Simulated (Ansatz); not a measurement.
## CoO in Ansatz: the effect of starting spin order

CoO:

```
CELL_PARAMETERS angstrom
-1.50800 1.50800 2.10725
1.50800 -1.50800 2.10725
1.50800 1.50800 -2.10725
ATOMIC_POSITIONS crystal
Co 0.00000 0.00000 0.00000
O 0.50000 0.50000 0.00000
```

Alike in all runs:

| Quantity | Value |
| --- | --- |
| Program | Ansatz 0.2.0 |
| Task | single point |
| Functional | PBE |
| Potentials or basis | Ansatz PAW |
| Cutoff | 420 eV (not typed: the program's choice for these potentials) |
| k mesh | 12 × 12 × 12 |
| Occupations | fermi-dirac, width 0.05 eV |

One run gave: energy over the lowest run 238.6 meV/atom; pressure -18.2 GPa; final net moment 0.00 μB; final largest site moment 0.00 μB. Which starting spin order did it use?
A. spin off
B. fm
C. random

A.

| starting spin order | spin | starting moments | energy over the lowest run (meV/atom) | pressure (GPa) | final net moment (μB) | final largest site moment (μB) |
| --- | --- | --- | --- | --- | --- | --- |
| spin off | no spin polarisation | - | 238.6 | -18.2 | 0.00 | 0.00 |
| fm | collinear spin, ferromagnetic start | [2.0, 0.0] μB | 0.0 | 0.0 | 2.92 | 2.48 |
| random | collinear spin, random start | [1.71, 0.0] μB | 0.0 | 0.0 | 2.92 | 2.48 |

Caveats: a cell with one magnetic atom can't hold antiferromagnetic order, which such compounds often take (some runs); an odd number of electrons without spin polarisation forces a metal (some runs); a magnetic or distorted state may lie lower (some runs).
